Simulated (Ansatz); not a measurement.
# Si2Mo under changes of volume

One of the cells (13.416 Å³/atom); the others are scaled copies at fixed shape and fractional positions:

```xyz
3
Lattice="-1.6000 1.6000 3.9305 1.6000 -1.6000 3.9305 1.6000 1.6000 -3.9305" Properties=species:S:1:pos:R:3 pbc="T T T"
Mo    0.0000    0.0000    0.0000
Si    0.0000    0.0000    5.2433
Si    0.0000    0.0000    2.6177
```

- Program: Ansatz 0.2.0
- Functional: LDA
- Potentials or basis: all-electron LAPW, scalar-relativistic
- Cutoff: 205 eV (chosen from the basis error)
- Basis error allowed: 0.002 eV/atom
- k mesh: 12 × 12 × 12
- Occupations: fermi-dirac, width 0.05 eV
- Spin: no spin polarisation

```csv
volume (Å³/atom),energy over the lowest point (meV/atom),pressure (GPa),largest force (eV/Å)
12.611,10.27,8.3,0.276
12.879,0.91,3.0,0.311
13.148,0.00,-1.8,0.344
13.416,6.66,-6.1,0.375
13.684,20.09,-9.9,0.404
13.953,?,?,?
14.221,64.46,-16.3,0.456
```

Q: What does the run at 13.953 Å³/atom give?

A: Energy over the lowest point 39.57 meV/atom; pressure -13.3 GPa; largest force 0.431 eV/Å.

Worked out: A Birch-Murnaghan fit of order 3 (a polynomial in V^(-2/3)) to the other rows has its minimum at 13.04 Å³/atom with B0 = V·E''(V) = 229 GPa and B' = 4.5 at fixed shape and positions, which overstates the stiffness. It gives 39.61 meV/atom at 13.953 Å³/atom, against the run's 39.57, and -dE/dV = -13.3 GPa, against -13.3.

Energies are extrapolated to zero smearing.
